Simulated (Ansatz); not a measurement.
We consider zinc-blende InN (metastable phase), described by LDA (plane waves, PAW; Ansatz, an electronic-structure program).

Settings: plane-wave cutoff 520 eV, 12×12×12 k mesh, Fermi–Dirac smearing 0.01 eV, scalar-relativistic PAW data made under PBE.

Cell (relaxed at this level):

```xyz
2
Lattice="0.0000 2.4701 2.4701 2.4701 0.0000 2.4701 2.4701 2.4701 0.0000" Properties=species:S:1:pos:R:3 pbc="T T T"
In     0.0000     0.0000     0.0000
N      1.2351     1.2351     1.2351
```

**Question.** What does this level give for the bulk modulus and pressure derivative B′ of the bulk modulus?

**Answer.** 
* **bulk modulus**: 146 GPa
* **pressure derivative B′ of the bulk modulus**: 4.6

The run finds no gap.

Note: the gap of the solid is closed in this run; this level leaves the solid without a gap, although one is measured.

Spin–orbit coupling is not included; it can open a gap where bands touch, and shift volumes and moduli.

The computed numbers hold no vibrational or temperature effects.
